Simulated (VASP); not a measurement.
Write the native input for VASP 6.6.1 that does the following.

| Property | Result |
| --- | --- |
| Task | single point |
| Functional | RPBE |
| Potentials or basis | VASP PAW PBE potentials, release 64 (Mg) |
| Cutoff | 520 eV |
| k mesh | 8 × 8 × 11 |
| Occupations | fermi-dirac, width 0.1 eV |
| Spin | no spin polarisation |
| Dipole correction | no |
| Further INCAR settings | ALGO = Normal; EDIFF = 1e-07; NBANDS = 10 |

The structure of Mg lies in POSCAR:

```
Mg
1.0
    5.0189588789      0.0000000000      0.0000000000
   -2.5094794394      4.3465458897      0.0000000000
    0.0000000000      0.0000000000      3.0444701141
Mg
3
Direct
    0.0000000000      1.0000000000      0.0000000000
    0.3333333333      0.6666666667      0.5000000000
    0.6666666667      0.3333333333      0.5000000000
```

This isn't the form of Mg at room conditions, which is hcp.

These files were run (other wordings do the same):

INCAR

```
SYSTEM = Mg
ALGO     = Normal         ! electronic algorithm
EDIFF    = 1E-7           ! SCF threshold, eV
ENCUT    = 520            ! plane-wave cutoff, eV
GGA      = RP             ! functional
ISIF     = 2              ! what is computed and relaxed
ISMEAR   = -1             ! smearing method
LASPH    = .True.         ! aspherical terms in the spheres
LCHARG   = .False.        ! write CHGCAR
LREAL    = .False.        ! projectors in reciprocal space
LWAVE    = .False.        ! write WAVECAR
NBANDS   = 10             ! bands
NELM     = 60             ! most SCF steps
PREC     = Accurate       ! precision mode
SIGMA    = 0.1            ! smearing width, eV
```

KPOINTS

```
k-points
0
Gamma
  8 8 11
  0 0 0
```

Potentials or basis: VASP PAW PBE potentials, release 64 (Mg).

Run with:

```bash
$ cat potpaw_PBE.64/Mg/POTCAR > POTCAR
$ mpirun -np 1 vasp_std > vasp.out
```

It gave:

The pressure is 2.9 GPa and the band gap on the k mesh is none (metal or under the smearing width).

Caveat: the PAW data sets were made with another functional, which shifts forces and pressure a little.

It took 18 s on 1 thread of Intel(R) Xeon(R) 6975P-C (Granite Rapids), with other jobs on the host, peak memory 0.2 GiB.
